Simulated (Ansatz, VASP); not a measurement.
**One calculation of Be2C, two programs**

INCAR

```
PREC = Accurate
ENCUT = 520
EDIFF = 1E-6
ISMEAR = 0
SIGMA = 0.02
LREAL = F
LASPH = T
NELM = 100
ALGO = Normal
ISIF = 2
LWAVE = F
LCHARG = F
GGA = PE
NBANDS = 11
```

File KPOINTS:

```
Automatic mesh
0
Gamma
  12 12 12
```

The input POSCAR:

```
Be2C
1.0
    0.0000000000      2.1650000000      2.1650000000
    2.1650000000      0.0000000000      2.1650000000
    2.1650000000      2.1650000000      0.0000000000
Be C
2 1
Direct
    0.2500000000      0.2500000000      0.2500000000
    0.7500000000      0.7500000000      0.7500000000
    0.0000000000      0.0000000000      0.0000000000
```

Input for Ansatz:

```yaml
crystal:
  lattice:
    - [0.0, 2.165, 2.165]
    - [2.165, 0.0, 2.165]
    - [2.165, 2.165, 0.0]
  atoms:
    - { symbol: Be, position: [0.25, 0.25, 0.25] }
    - { symbol: Be, position: [0.75, 0.75, 0.75] }
    - { symbol: C, position: [0.0, 0.0, 0.0] }
basis:
  ecutwfc: 420
kpoints:
  mp_grid: { grid: [12, 12, 12] }
hamiltonian:
  xc: pbe
scf:
  occupations: { method: gaussian, width: 0.02 }
output:
  forces: true
  stress: true
  eigenvalues: true
  populations: true
```

Alike in both runs: task single point; functional PBE; k mesh 12 × 12 × 12; occupations gaussian, width 0.02 eV; no spin polarisation.

|  | VASP | Ansatz |
| --- | --- | --- |
| version | VASP 6.6.1 | Ansatz 0.2.0 |
| potentials or method | VASP PAW PBE potentials, release 64 (Be, C) | scalar-relativistic, plane waves, PAW |
| plane-wave cutoff (eV) | 520 | 420 |
| valence electrons in the cell | 8 | 8 |

|  | VASP | Ansatz | Ansatz less VASP |
| --- | --- | --- | --- |
| gap on the k mesh at the Fermi level (eV) | 1.16 | 1.17 | +0.013 |
| least direct gap on the mesh (eV) | 4.13 | 4.14 | +0.009 |
| pressure (GPa) | 0.2 | -0.2 | -0.39 |

The functional is the same, so the differences come from potentials, cutoffs and numerics.

A k mesh can miss the band edges.
